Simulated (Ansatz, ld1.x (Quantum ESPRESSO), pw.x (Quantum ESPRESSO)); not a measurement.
## potassium (K): does the TM potential hold in the solid?

```json
{"Element": "potassium", "Generator": "ld1.x (Quantum ESPRESSO) 7.5", "Type": "norm-conserving Troullier–Martins (Kleinman–Bylander form)", "Functional": "PBE", "Relativity": "scalar-relativistic", "Frozen core": "[Ar]", "Valence charge": "1", "Reference configuration": "4s1 4p0", "Partial waves": "4s (bound): rc 2.80 bohr; 4p (bound, empty): rc 3.00 bohr; 3d channel at -0.05 Ry: rc 2.85 bohr", "Local potential": "all-electron potential smoothed inside 2.85 bohr (lloc = -2)", "Core correction": "none"}
```

Atomic tests: cutoffs needed: 6 Ry and 8 Ry (the cutoffs (Ry, on a coarse ladder) from which the occupation-weighted sum of valence levels, in a spherical-Bessel basis at the reference potential, stays within 10 and 1 mRy of its value at 400 Ry); ghost test: no extra level below or beside the all-electron valence levels (s, p, d, f tested) (spherical-Bessel basis up to 400 Ry, 20 bohr box); largest excitation error: +77 meV (all-electron minus pseudo) for 4s0 4p1, out of 2 test configurations.

Crystal test: sc K in pw.x 7.5, no spin, 8³ k-points, Fermi–Dirac smearing 0.01 Ry, cutoffs 35/140 Ry. The reference is all-electron LAPW (Ansatz 0.2.0) with the same functional, mesh and smearing; V0 and B0 come from Birch–Murnaghan fits to the pressures at five volumes. Errors are pseudo minus all-electron; Δ is the rms difference of the E(V) curves that follow from these fits, minima aligned, over ±6 % about the mean V0. Mesh and smearing are coarse, so the numbers serve the comparison and aren't converged zero-temperature values; the lattice is a test structure that the element need not adopt.

All-electron: a0 = 4.303 Å (V0 = 79.69 Å³/atom), B0 = 2.7 GPa.

How far does the potential miss the all-electron equation of state?

mean pressure error (GPa): +0.07; a0 (Å): 4.346; a0 error (%): +1.00; B0 error (%): -11.4; Δ (meV/atom): 1.3. This is a poor potential for the solid. The logarithmic derivative shows an extra or strongly shifted pseudo pole above the reference energy (p near 1.05 Ry).

```tsv
V (Å³/atom)	P all-electron (GPa)	P pseudo (GPa)
75.817	0.15	0.22
77.812	0.07	0.14
79.807	-0.00	0.07
81.802	-0.07	0.01
83.797	-0.12	-0.05
```

At the middle volume, how do free energy and pressure move when the wave cutoff is lowered (ecutrho kept at four times it)?

| cutoff (Ry) | shift of F (meV/atom) | shift of P (GPa) |
| --- | --- | --- |
| 16 | +7.0 | -0.03 |
| 21 | +2.0 | -0.00 |
| 28 | +0.4 | -0.01 |

Input at the middle volume:

```
&control
  calculation='scf', prefix='x', pseudo_dir='./', outdir='./tmp', tstress=.true., disk_io='low'
/
&system
  ibrav=0, nat=1, ntyp=1, ecutwfc=35, ecutrho=140, nbnd=7,
  occupations='smearing', smearing='fd', degauss=0.01
/
&electrons
  conv_thr=1e-09, mixing_beta=0.4, electron_maxstep=70
/
ATOMIC_SPECIES
K 1.0 K.UPF
CELL_PARAMETERS angstrom
  4.30540154 0.00000000 0.00000000
  0.00000000 4.30540154 0.00000000
  0.00000000 0.00000000 4.30540154
ATOMIC_POSITIONS crystal
K 0.0000 0.0000 0.0000
K_POINTS automatic
8 8 8 0 0 0
```

```bash
pw.x < K.scf.in > K.scf.out
```

Lines of the output:

```
Message from routine setup:
     using ibrav=0 with symmetry is DISCOURAGED, use correct ibrav instead
     lattice parameter (alat)  =       8.1360  a.u.
     unit-cell volume          =     538.5643 (a.u.)^3
     number of electrons       =         1.00
     number of Kohn-Sham states=            7
     kinetic-energy cutoff     =      35.0000  Ry
     charge density cutoff     =     140.0000  Ry
     scf convergence threshold =      1.0E-09
     Exchange-correlation= PBE
     number of k points=    35  Fermi-Dirac smearing, width (Ry)=  0.0100
     iteration #  1     ecut=    35.00 Ry     beta= 0.40
     c_bands:  1 eigenvalues not converged
     c_bands:  1 eigenvalues not converged
     c_bands:  1 eigenvalues not converged
     total energy              =      -0.36800865 Ry
     estimated scf accuracy    <       0.00057355 Ry
     iteration #  2     ecut=    35.00 Ry     beta= 0.40
     total energy              =      -0.36819720 Ry
     estimated scf accuracy    <       0.00022803 Ry
     iteration #  3     ecut=    35.00 Ry     beta= 0.40
     total energy              =      -0.36822269 Ry
     estimated scf accuracy    <       0.00000011 Ry
     iteration #  4     ecut=    35.00 Ry     beta= 0.40
     c_bands:  1 eigenvalues not converged
     c_bands:  1 eigenvalues not converged
     c_bands:  1 eigenvalues not converged
     c_bands:  1 eigenvalues not converged
     total energy              =      -0.36822519 Ry
     estimated scf accuracy    <       0.00000023 Ry
     iteration #  5     ecut=    35.00 Ry     beta= 0.40
     total energy              =      -0.36822498 Ry
     estimated scf accuracy    <       0.00000023 Ry
     iteration #  6     ecut=    35.00 Ry     beta= 0.40
     total energy              =      -0.36822430 Ry
     estimated scf accuracy    <       0.00000018 Ry
     iteration #  7     ecut=    35.00 Ry     beta= 0.40
     total energy              =      -0.36822417 Ry
     estimated scf accuracy    <       0.00000048 Ry
     iteration #  8     ecut=    35.00 Ry     beta= 0.40
     total energy              =      -0.36822532 Ry
     estimated scf accuracy    <       0.00000083 Ry
     iteration #  9     ecut=    35.00 Ry     beta= 0.40
     total energy              =      -0.36822551 Ry
     estimated scf accuracy    <          9.5E-09 Ry
     iteration # 10     ecut=    35.00 Ry     beta= 0.40
     total energy              =      -0.36822552 Ry
     estimated scf accuracy    <          7.9E-09 Ry
     iteration # 11     ecut=    35.00 Ry     beta= 0.40
     total energy              =      -0.36822552 Ry
     estimated scf accuracy    <          5.3E-09 Ry
     iteration # 12     ecut=    35.00 Ry     beta= 0.40
     the Fermi energy is    -0.4130 ev
!    total energy              =      -0.36822553 Ry
     estimated scf accuracy    <          4.5E-10 Ry
     smearing contrib. (-TS)   =      -0.00341819 Ry
     The total energy is F=E-TS. E is the sum of the following terms:
     one-electron contribution =       0.22302589 Ry
     hartree contribution      =       0.00077542 Ry
     xc contribution           =      -0.23987616 Ry
     ewald contribution        =      -0.34873249 Ry
     convergence has been achieved in  12 iterations
          total   stress  (Ry/bohr**3)                   (kbar)     P=        0.71
```

The run at the middle volume (35 k-points, 12 iterations) took about 4.6 s on one core of a shared host (Intel(R) Xeon(R) 6975P-C, 64 threads, 248 GiB, load 26).
